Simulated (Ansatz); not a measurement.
# AlNi$_{3}$: how the energy converges with the cutoff

AlNi$_{3}$, P1, a = 3.967 Å, b = 3.965 Å, c = 3.981 Å, α, β, γ = 60.0°, 59.8°, 59.9°. Ansatz: PBEsol, PAW, cutoff varied, Γ-centred 10×10×10 mesh on 4 atoms, Gaussian smearing 0.10 eV; no spin polarisation. Single points at one geometry with displaced atoms, the cutoff alone changed; ΔE is the energy at zero smearing over the run at 600 eV. The runs up to 350 eV lie under the cutoff recommended for these PAW datasets.

| cutoff (eV) | ΔE (meV/atom) |
| --- | --- |
| 200 | 11422.14 |
| 250 | 1857.88 |
| 300 | 238.44 |
| 350 | ? |
| 420 | 1.47 |

**Question.** Assume ΔE falls exponentially with the cutoff, fit y = ln ΔE against x, the cutoff in eV, to the other rows, and predict the missing value.

**Answer.** y = 9.343, 7.527, 5.474, 0.385. Means x = 292.5, y = 5.6823; Σ(Δx)² = 26675, ΣΔxΔy = -1094; the slope is their ratio. y = 17.68 − 0.04101 x, a factor of ten per 56 eV. At 350 eV this gives ΔE = 27.84 meV/atom. The run gave 17.83, a ratio of 1.56. Between neighbouring rows the decay runs from a factor of ten per 44 eV to one per 65 eV, so one exponential is only a rough guide.

9 further runs of this set didn't finish or converge.

Cost: 6 runs of about 4.7 core-minutes in all, on Intel Xeon Processor @ 2.70GHz (shared hosts).